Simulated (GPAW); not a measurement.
## Pt in GPAW: convergence with k mesh

Pt:

```xyz
1
Lattice="0.0000 1.9609 1.9609 1.9609 0.0000 1.9609 1.9609 1.9609 0.0000" Properties=species:S:1:pos:R:3 pbc="T T T"
Pt    0.0000    0.0000    0.0000
```

```yaml
Program: GPAW 26.7.0
Task: RPA correlation energy
Functional: LDA
Potentials_or_basis: the program's PAW data sets (release 1.2.1) made for this functional
Cutoff: 400 eV
Basis: pw
k_mesh: 3 × 3 × 3
Occupations: fermi-dirac, width 0.05 eV
Spin: no spin polarisation
```

These are the settings of the first run; the series varies k mesh, with any setting tied to it.

Hardware: 1 thread of Arm Neoverse V1, with other jobs on the host.

| k mesh | energy less the tightest run, at zero smearing (meV/atom) | CPU time (s) | peak memory (GiB) |
| --- | --- | --- | --- |
| 3 × 3 × 3 | 677.51 | 7.1 | 0.18 |
| 4 × 4 × 4 | -83.53 | 19 | 0.19 |
| 5 × 5 × 5 | 340.70 | 43 | 0.19 |
| 6 × 6 × 6 | -78.85 | 110 | 0.22 |
| 7 × 7 × 7 | 66.60 | 220 | 0.27 |
| 8 × 8 × 8 | 44.00 | 480 | 0.35 |
| 9 × 9 × 9 | 0.00 | 820 | 0.45 |

Not settled before the last step: the energy (to 1 meV/atom). Meshes of other sizes hit other points, so gaps and Fermi surfaces needn't settle smoothly. The tightest run that finished is the yardstick and may itself not be fully converged.

Caveat, for the tightest run too: the response cutoff is short for absolute correlation energies; RPA of a metal hangs on this mesh. Spin-orbit coupling is left out, which matters for the levels of Pt.
